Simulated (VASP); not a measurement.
Crystal: AlN.

```
CELL_PARAMETERS angstrom
3.09729 0.00000 0.00000
-1.54865 2.68234 0.00000
0.00000 0.00000 5.03164
ATOMIC_POSITIONS crystal
Al 0.33333 0.66667 0.00000
Al 0.66667 0.33333 0.50000
N 0.33333 0.66667 0.37500
N 0.66667 0.33333 0.87500
```

The cell was built by a generator and needn't be a form met in nature.

- Program: VASP 6.6.1
- Task: relaxation of cell and atoms
- Functional: PBEsol
- Potentials or basis: VASP PAW PBE potentials, release 64 (Al, N)
- Cutoff: 600 eV
- k mesh: 12 × 12 × 5
- Occupations: gaussian, width 0.03 eV
- Spin: no spin polarisation

At the start: pressure 0.2 GPa; volume 10.45 Å³/atom.

How do energy, volume and symmetry change on relaxing?

Over 5 steps the energy falls by 2.8 meV/atom and the volume is 10.46 Å³/atom (+0.1 %); space group P6_3mc (No. 186, to 0.05 Å).

Step by step:
| step | energy change (eV) | largest force (eV/Å) | pressure (GPa) | volume (Å³) |
| --- | --- | --- | --- | --- |
| 1 | 0.0000 | 0.2852 | 0.21 | 41.80 |
| 2 | -0.0083 | 0.0337 | -0.23 | 41.88 |
| 3 | -0.0083 | 0.0394 | -0.23 | 41.89 |
| 4 | -0.0113 | 0.0157 | -0.08 | 41.83 |
| 5 | -0.0113 | 0.0083 | -0.10 | 41.83 |

Final structure:
```yaml
crystal:
  lattice:
    - [3.11352, 0.00000, 0.00000]
    - [-1.55676, 2.69639, 0.00000]
    - [0.00000, 0.00000, 4.98316]
  atoms:
    - { symbol: Al, position: [0.33333, 0.66667, 0.99657] }
    - { symbol: Al, position: [0.66667, 0.33333, 0.49657] }
    - { symbol: N, position: [0.33333, 0.66667, 0.37843] }
    - { symbol: N, position: [0.66667, 0.33333, 0.87843] }
```

Caveat: the PAW data sets were made with another functional, which shifts forces and pressure a little.
